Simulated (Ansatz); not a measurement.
# La2O3: band gap under strain

How does strain move the band edges of La2O3 (database structure), and do the functionals agree on it? States: no strain; -1.7 % equal strain in all directions; -4.3 % shear in the xy plane.

Code: Ansatz 0.2.0. PAW datasets, plane waves. No spin polarisation and no zero-point or thermal motion.

### Step 1. The system as given

The unstrained cell was relaxed with r2SCAN; in each strained cell the atoms were relaxed again with r2SCAN. Names of k-points are those of the unstrained zone, where strain can split equivalent points. First state: no strain.

It is trigonal, P-3m1 (No. 164); a = 3.935 Å, c = 6.126 Å in the conventional setting, 16.43 Å³ an atom. Near La stand 7 O at 2.37–2.73 Å; near O stand 4 La at 2.37–2.45 Å; near O stand 6 La at 2.73 Å.

Coordinates:

```cif
data_structure
_symmetry_space_group_name_H-M 'P-3m1'
_symmetry_Int_Tables_number 164
_cell_length_a 3.9351
_cell_length_b 3.9351
_cell_length_c 6.1262
_cell_angle_alpha 90.000
_cell_angle_beta 90.000
_cell_angle_gamma 120.000
_cell_volume 82.16
loop_
_atom_site_label
_atom_site_type_symbol
_atom_site_symmetry_multiplicity
_atom_site_Wyckoff_symbol
_atom_site_fract_x
_atom_site_fract_y
_atom_site_fract_z
_atom_site_occupancy
La1 La 2 d 0.66667 0.33333 0.75384 1
O1 O 2 d 0.66667 0.33333 0.35389 1
O2 O 1 a 0.00000 0.00000 0.00000 1
```

### Step 2. No strain: PBE

The input, input.yaml:

```yaml
crystal:
  lattice:
    - [3.935101541, 0.0, 0.0]
    - [-1.9675507705, 3.407897901, 0.0]
    - [0.0, 0.0, 6.1262271606]
  atoms:
    - { symbol: La, position: [0.6666666667, 0.3333333333, 0.7538431652] }
    - { symbol: La, position: [0.3333333333, 0.6666666667, 0.2461568348] }
    - { symbol: O, position: [0.6666666667, 0.3333333333, 0.3538862904] }
    - { symbol: O, position: [0.3333333333, 0.6666666667, 0.6461137096] }
    - { symbol: O, position: [0.0, 0.0, 0.0] }
kpoints:
  mp_grid: { grid: [12, 12, 4] }
  band_path:
    path:
      - [0.0, 0.0, 0.0]
      - [0.5, 0.0, 0.0]
      - [0.3333333333, 0.3333333333, 0.0]
      - [0.0, 0.0, 0.5]
      - [0.5, 0.0, 0.5]
      - [0.3333333333, 0.3333333333, 0.5]
      - [0.0, 0.5, 0.5]
      - [0.0, 0.5, 0.0]
    npoints: 1
hamiltonian:
  xc: pbe
scf:
  occupations: { method: fermi_dirac, width: 0.02 }
  n_extra_bands: 5
output:
  forces: true
  stress: true
  eigenvalues: true
```

Started as:

```console
$ ansatz run input.yaml --threads 4 --pin off --max-ram 4608MiB --backend cpu --events-out ev --progress --plain --runs-dir out
```

After this run come: No strain: r2SCAN; No strain: HSE06; -1.7 % equal strain in all directions: PBE; -1.7 % equal strain in all directions: r2SCAN; -1.7 % equal strain in all directions: HSE06; -4.3 % shear in the xy plane: PBE; -4.3 % shear in the xy plane: r2SCAN; -4.3 % shear in the xy plane: HSE06.

What does the calculation give?

**Answer**, as computed:

Least gap in eV (negative: overlap), with the change from the unstrained cell in brackets:

```
                                state  volume change (%)           PBE        r2SCAN         HSE06
                            no strain               +0.0          3.84          4.23          5.29
-1.7 % equal strain in all directions               -5.0  3.87 (+0.03)  4.30 (+0.07)  5.36 (+0.07)
         -4.3 % shear in the xy plane               -0.0  3.73 (-0.11)  4.17 (-0.06)  5.24 (-0.05)
```

With HSE06, of the states in the table -1.7 % equal strain in all directions shifts the gap most, by +0.070 eV. PBE and HSE06 differ by 1.45 eV on the unstrained gap, and by at most 0.06 eV on its change: the two disagree on the size of the gap but agree on its response to strain. Spin-orbit coupling is left out of the table, though the cell holds La (Z = 57); in an element this heavy it can shift bands and gaps by tenths of an eV.
